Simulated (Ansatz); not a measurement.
Ansatz input file:

```yaml
crystal:
  lattice:
    - [5.9476498275, 0.0, 0.0]
    - [0.0, 5.9476498275, 0.0]
    - [0.0, 0.0, 22.8194748488]
  atoms:
    - { symbol: Ti, position: [0.25, 0.25, 0.3505777435] }
    - { symbol: Ti, position: [0.25, 0.75, 0.3505777435] }
    - { symbol: Ti, position: [0.75, 0.25, 0.3505777435] }
    - { symbol: Ti, position: [0.75, 0.75, 0.3505777435] }
    - { symbol: "N", position: [0.5, 0.5, 0.3505777435] }
    - { symbol: "N", position: [0.5, 0.0, 0.3505777435] }
    - { symbol: "N", position: [0.0, 0.5, 0.3505777435] }
    - { symbol: "N", position: [0.0, 0.0, 0.3505777435] }
    - { symbol: Ti, position: [0.5, 0.5, 0.4409237363] }
    - { symbol: Ti, position: [0.5, 0.0, 0.4409237363] }
    - { symbol: Ti, position: [0.0, 0.5, 0.4409237363] }
    - { symbol: Ti, position: [0.0, 0.0, 0.4409237363] }
    - { symbol: "N", position: [0.75, 0.75, 0.4398317539] }
    - { symbol: "N", position: [0.75, 0.25, 0.4398317539] }
    - { symbol: "N", position: [0.25, 0.75, 0.4398317539] }
    - { symbol: "N", position: [0.25, 0.25, 0.4398317539] }
    - { symbol: Ti, position: [0.75, 0.75, 0.5277964908] }
    - { symbol: Ti, position: [0.75, 0.25, 0.5277964908] }
    - { symbol: Ti, position: [0.25, 0.75, 0.5277964908] }
    - { symbol: Ti, position: [0.25, 0.25, 0.5277964908] }
    - { symbol: "N", position: [0.0, 0.0, 0.5361670868] }
    - { symbol: "N", position: [0.0, 0.5, 0.5361670868] }
    - { symbol: "N", position: [0.5, 0.0, 0.5361670868] }
    - { symbol: "N", position: [0.5, 0.5, 0.5361670868] }
    - { symbol: "N", position: [0.5, 0.25, 0.6115413016], spin: 1.0 }
    - { symbol: H, position: [0.5293074419, 0.1162093088, 0.6384416281] }
    - { symbol: H, position: [0.4706925581, 0.3837906912, 0.6384416281] }
basis:
  ecutwfc: 420
kpoints:
  mp_grid: { grid: [3, 3, 1] }
hamiltonian:
  xc: pbe
  dispersion: d3bj
scf:
  occupations: { method: gaussian, width: 0.1 }
output:
  forces: true
  eigenvalues: true
  populations: true
  write_density: true
  write_potential: true
  elf: true
  volumetric_format: npy
magnetization:
  spin_polarized: true
relax:
  adjacent_minimum: "off"
  f_tol: 0.04
  max_steps: 100
  constraints: [{ sites: [0, 1, 2, 3, 4, 5, 6, 7] }]
efield:
  axis: 3
  dipole_correction: true
  ramp_width: 0.04
```

Launched with
```bash
ansatz run input.yaml --threads 8 --pin off --max-ram 20480MiB --backend cpu --events-out ev --progress --plain --runs-dir out
```

These are results of DFT PBE+D3(BJ), scalar-relativistic, plane waves, PAW (Ansatz), not measurements.

Part of what the program printed, abridged (final results; tables in files aren't shown):

```
WARN: The output density's exchange-correlation potential varies sharply where the density is thin. Do not read a vacuum level from v_tot or v_xc, or from such a field of the output density. On a cell that repeats whose density bears no net charge and no dipole along the vacuum's axis use v_es (v_loc + v_h of the components); under efield.dipole_correction with no amplitude use v_es + v_field, which holds any external_charges[].barrier, or the levels of the report's work_function block, which leave it out; under a non-zero efield.amplitude the vacuum is tilted and has no level; on a cell that repeats and bears such a dipole with no correction it is tilted too, and efield.dipole_correction wi ...
SCF converged after 9 iterations
Stability not checked: this state was not tested for a lower state beside it, because the mixer in use, unlike msr1, does not test its closes by its own steps (another_mixer; see scf.mixing.algorithm and scf.lower_state_search)
Magnetization: 0.0000 μB (105.5000 up, 105.5000 down)
Absolute magnetization: 0.0000 μB (∫|ρ↑−ρ↓|, with the PAW one-centre terms)
Spin contamination: 0.0000 ħ² per cell (⟨S²⟩ above its minimum at these occupations)
Per-site moments (μB) at R_I (Å): [(2.21821454e-7, 0.85713636), (-7.47115368e-8, 0.83832713), (2.21821454e-7, 0.85713636), (-7.47115368e-8, 0.83832713), (-1.29861321e-8, 0.84789523), (-1.29861321e-8, 0.84789523), (-1.69247614e-8, 0.85719811), (-1.69247613e-8, 0.85719811), (-2.99765693e-8, 0.84303438), (-2.99765693e-8, 0.84303438), (2.86190041e-8, 0.85261181), (2.86190041e-8, 0.85261181), (2.20683628e-9, 0.82163065), (-8.39987550e-9, 0.85261181), (2.20683631e-9, 0.82163065), (-8.39987549e-9, 0.85261181), (2.95354127e-9, 0.82163065), (1.22754552e-7, 0.87202539), (2.95354131e-9, 0.82163065), (1.22754552e-7, 0.87202539), (1.65024857e-8, 0.86690968), (1.65024857e-8, 0.86690968), (-1.07101721e-7,  ...
Free energy (F): -35063.858867 eV
Harris-Foulkes:  -35063.858867 eV  (|F-HF|=2.13e-9)
Internal energy: -35063.828597 eV  (E = F + TS)
E sigma→0 (E₀):  -35063.843732 eV
Entropy (-TS):   -0.030270 eV (-1.121 meV/atom)
Fermi energy:    2.998002 eV
Dipole field:    D = -0.020223 V/Å  (p = -0.090217 e·Å, saw-weighted, corrected)
Work function:   Φ+ = 3.0218 eV   Φ− = 2.5603 eV
Levels:          The Fermi level and band energies are counted from a zero that moves with the ramp; work functions are not
--- Per-component energies (eV) ---
  E_band       = -4004.820143
  E_kinetic    = 5019.062046
  E_local      = -234419.577212  (includes V_loc(G=0)·N_el)
  E_nonlocal   = 667.662920
  E_hartree    = 114760.562706
  E_xc         = -1986.540371
  E_vxc        = -2503.986479  (∫ρ·V_xc dr)
  E_paw        = -14216.590985  (= ΣΔE_a)
  E_vpaw       = -2284.515622  (= ΣTr[D̂ρ^β])
  E_aug_tail   = -0.000257  (compensation charges beyond the density's cutoff)
  E_efield     = 0.000912  (sawtooth field / dipole correction)
  E_vefield    = -4.602653  (∫n·V_field dr)
  E_ewald      = 95119.507370
  E_disp       = -7.915726  (pairwise vdW)
  E_smearing   = -0.030270  (= −TS)
--- Forces (eV/Å), atoms counted from 1 ---
  atom   1  Ti     0.04846935    -0.00003277     1.47215252
  atom   2  Ti    -0.07960350    -0.00002776     1.62353955
  atom   3  Ti    -0.04846935     0.00003277     1.47215252
  atom   4  Ti     0.07960350     0.00002776     1.62353955
  atom   5  N     -0.00003248     0.04664922    -1.63519968
  atom   6  N      0.00003248    -0.04664922    -1.63519968
  atom   7  N     -0.00000438     0.00379327    -1.45187675
  atom   8  N      0.00000438    -0.00379327    -1.45187675
  atom   9  Ti     0.00028352    -0.00219526    -0.00762972
  atom  10  Ti    -0.00028352     0.00219526    -0.00762972
  atom  11  Ti    -0.00005389    -0.00326368    -0.00907883
  atom  12  Ti     0.00005389     0.00326368    -0.00907883
  atom  13  N      0.00442746     0.00006140     0.00072307
  atom  14  N      0.00410985     0.00014683     0.01551379
  atom  15  N     -0.00442746    -0.00006140     0.00072307
  atom  16  N     -0.00410985    -0.00014683     0.01551379
  atom  17  Ti    -0.00548256    -0.00015567    -0.00712187
  atom  18  Ti     0.00823421    -0.00141477    -0.00371386
  atom  19  Ti     0.00548256     0.00015567    -0.00712187
  atom  20  Ti    -0.00823421     0.00141477    -0.00371386
  atom  21  N     -0.00003578     0.00597346     0.00081280
  atom  22  N      0.00003578    -0.00597346     0.00081280
  atom  23  N     -0.00092493     0.00001090     0.00200843
  atom  24  N      0.00092493    -0.00001090     0.00200843
  atom  25  N      0.00000000     0.00000000     0.00285606
  atom  26  H      0.00194605    -0.00089752    -0.00153946
  atom  27  H     -0.00194605     0.00089752    -0.00153946
--- Band table (eV; the first three rows and the last of 10) ---
  k-point 0 ↑: bands = ["-54.9735", "-54.9320", "-54.9281", "-54.8896", "-54.8451", "-54.8078", "-54.7912", "-54.7500", "-54.6128", "-54.5850", "-54.5546", "-54.5181", "-31.4875", "-31.4777", "-31.4542", "-31.4512", "-31.4019", "-31.3695", "-31.3591", "-31.3474", "-31.3405", "-31.3238", "-31.2980", "-31.2734", "-31.2422", "-31.2381", "-31.2289", "-31.2065", "-31.0332", "-31.0240", "-31.0192", "-31.0177", "-30.9957", "-30.9823", "-30.9799", "-30.9739", "-30.9358", "-30.9095", "-30.8935", "-30.8857", "-30.8749", "-30.8523", "-30.7864", "-30.7735", "-30.7575", "-30.7450", "-30.7347", "-30.7163", "-13.9191", "-13.6039", "-12.8608", "-12.6694", "-12.4060", "-12.2273", "-12.2263", "-12.1629", "-11 ...
  k-point 1 ↑: bands = ["-54.9719", "-54.9309", "-54.9243", "-54.8868", "-54.8490", "-54.8107", "-54.7928", "-54.7511", "-54.6074", "-54.5905", "-54.5476", "-54.5253", "-31.4424", "-31.4400", "-31.4181", "-31.3903", "-31.3796", "-31.3632", "-31.3600", "-31.3334", "-31.3180", "-31.2849", "-31.2722", "-31.2644", "-31.2581", "-31.2427", "-31.2145", "-31.1964", "-31.1095", "-31.0852", "-31.0553", "-31.0307", "-31.0040", "-30.9920", "-30.9795", "-30.9564", "-30.9489", "-30.9259", "-30.9177", "-30.8834", "-30.8653", "-30.8467", "-30.8348", "-30.7902", "-30.7677", "-30.7642", "-30.7495", "-30.7288", "-13.7025", "-13.4695", "-12.7312", "-12.7066", "-12.3899", "-12.3895", "-12.1811", "-12.0095", "-11 ...
  k-point 2 ↑: bands = ["-54.9664", "-54.9392", "-54.9185", "-54.8993", "-54.8358", "-54.8172", "-54.7812", "-54.7604", "-54.6106", "-54.5811", "-54.5566", "-54.5220", "-31.4520", "-31.4304", "-31.4132", "-31.4012", "-31.3739", "-31.3506", "-31.3485", "-31.3382", "-31.3377", "-31.3195", "-31.2912", "-31.2762", "-31.2420", "-31.2395", "-31.1855", "-31.1503", "-31.1173", "-31.0892", "-31.0371", "-31.0037", "-30.9901", "-30.9880", "-30.9850", "-30.9691", "-30.9573", "-30.9446", "-30.9379", "-30.9124", "-30.8596", "-30.8267", "-30.8178", "-30.8117", "-30.7810", "-30.7620", "-30.7580", "-30.7163", "-13.7065", "-13.4670", "-12.7345", "-12.7031", "-12.3949", "-12.3840", "-12.1399", "-12.0206", "-11 ...
  k-point 4 ↓: bands = ["-54.9650", "-54.9379", "-54.9149", "-54.8962", "-54.8395", "-54.8203", "-54.7827", "-54.7615", "-54.6045", "-54.5873", "-54.5504", "-54.5284", "-31.4170", "-31.4051", "-31.3792", "-31.3633", "-31.3503", "-31.3375", "-31.3188", "-31.2934", "-31.2788", "-31.2735", "-31.2575", "-31.2534", "-31.2511", "-31.2365", "-31.2052", "-31.1743", "-31.1192", "-31.0966", "-31.0827", "-31.0739", "-31.0619", "-31.0338", "-31.0108", "-30.9958", "-30.9618", "-30.9324", "-30.9284", "-30.9175", "-30.8530", "-30.8376", "-30.8170", "-30.8164", "-30.8026", "-30.7886", "-30.7604", "-30.7522", "-13.6597", "-13.2517", "-12.7148", "-12.7073", "-12.6899", "-12.2030", "-12.0174", "-11.9421", "-11 ...
--- Relaxed structure (7 steps of the walk, 7 accepted, 0 SCFs on fresh bases) ---
  F+E_penalty+E_count = -35063.85886701 eV   max|allowed force component| = 1.551e-2 eV/Å
  atoms:
    - { symbol: Ti, position: [0.25, 0.25, 0.3505777435] }
    - { symbol: Ti, position: [0.25, 0.75, 0.3505777435] }
    - { symbol: Ti, position: [0.75, 0.25, 0.3505777435] }
    - { symbol: Ti, position: [0.75, 0.75, 0.3505777435] }
    - { symbol: N, position: [0.5, 0.5, 0.3505777435] }
    - { symbol: N, position: [0.5, 0.0, 0.3505777435] }
    - { symbol: N, position: [0.0, 0.5, 0.3505777435] }
    - { symbol: N, position: [0.0, 0.0, 0.3505777435] }
    - { symbol: Ti, position: [0.49999519, 0.49509372, 0.44064539] }
    - { symbol: Ti, position: [0.50000480, 0.00490627, 0.44064539] }
    - { symbol: Ti, position: [-2.04483774e-7, 0.49155136, 0.44161613] }
    - { symbol: Ti, position: [2.04483774e-7, 0.00844863, 0.44161613] }
    - { symbol: N, position: [0.75155225, 0.74999895, 0.43963707] }
    - { symbol: N, position: [0.75015045, 0.25000079, 0.44163619] }
    - { symbol: N, position: [0.24844774, 0.75000104, 0.43963707] }
    - { symbol: N, position: [0.24984954, 0.24999920, 0.44163619] }
    - { symbol: Ti, position: [0.75335130, 0.75000685, 0.52692231] }
    - { symbol: Ti, position: [0.73776123, 0.25001295, 0.53614569] }
    - { symbol: Ti, position: [0.24664869, 0.74999314, 0.52692231] }
    - { symbol: Ti, position: [0.26223876, 0.24998704, 0.53614569] }
    - { symbol: N, position: [3.59181005e-6, -0.00015493, 0.53734593] }
    - { symbol: N, position: [-3.59181005e-6, 0.50015493, 0.53734593] }
    - { symbol: N, position: [0.50000807, -0.01318253, 0.53008154] }
    - { symbol: N, position: [0.49999192, 0.51318253, 0.53008154] }
    - { symbol: N, position: [0.5, 0.25, 0.61382762] }
    - { symbol: H, position: [0.49983666, 0.11119176, 0.64035596] }
    - { symbol: H, position: [0.50016333, 0.38880823, 0.64035596] }
--- Löwdin populations: 27 sites ---
  site symbol q [e]    m [muB]
     0     Ti     11.1235     0.0000
     1     Ti     11.1050     0.0000
     2     Ti     11.1235     0.0000
     3     Ti     11.1050     0.0000
     4      N      5.8285     0.0000
     5      N      5.8285     0.0000
     6      N      5.8261     0.0000
     7      N      5.8261     0.0000
     8     Ti     11.1883     0.0000
     9     Ti     11.1883     0.0000
    10     Ti     11.2015     0.0000
    11     Ti     11.2015     0.0000
    12      N      5.7182     0.0000
    13      N      5.7248     0.0000
    14      N      5.7182     0.0000
    15      N      5.7248     0.0000
    16     Ti     11.0877     0.0000
    17     Ti     11.0214     0.0000
    18     Ti     11.0877     0.0000
    19     Ti     11.0214     0.0000
    20      N      5.8360     0.0000
    21      N      5.8360     0.0000
    22      N      5.7644     0.0000
    23      N      5.7644     0.0000
    24      N      5.8109     0.0000
    25      H      0.7218     0.0000
    26      H      0.7218     0.0000
  spilling = 0.004243 (of n_electrons = 211.000000)
```

The relaxation met its thresholds.

It took 4.4 min on 8 threads of Arm Neoverse V1 (shared host), peak memory 4 GiB.